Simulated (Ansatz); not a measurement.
Crystal: CuO.

```
Cu O
1.0
     2.87950    0.00000    0.00000
     0.03907    2.87928    0.00000
     0.01750    0.01724    5.17634
Cu O
2 2
Direct
  0.00000 0.50000 0.00000
  0.50000 0.00000 0.50000
  0.99842 0.00167 0.74989
  0.00158 0.99833 0.25011
```

The cell comes from a database or a generator and needn't be the stable form of this composition.

Base run:

```yaml
Program: Ansatz 0.2.0
Functional: PBE
Potentials_or_basis: PseudoDojo standard (PBE files)
Cutoff: 1252 eV
Density_cutoff: 5007 eV
k_mesh: 9 × 9 × 5
Occupations: fermi-dirac, width 0.05 eV
Spin: no spin polarisation
```

Its results: band gap on the k mesh none (metal or under the smearing width); pressure 5.6 GPa; largest force 0.012 eV/Å.

The run is repeated on the same cell with these changes: potentials or basis from PseudoDojo standard (PBE files) to JTH PAW; cutoff from 1252 eV to 1380 eV (not typed: the program's choice for these potentials). What comes out?

Band gap on the k mesh none (metal or under the smearing width); pressure 6.1 GPa; largest force 0.012 eV/Å.

Caveats: the run has no spin polarisation, though such a crystal can be magnetic; semilocal functionals often make such compounds metallic where correlation or magnetic order opens a gap, which also shifts bond lengths.
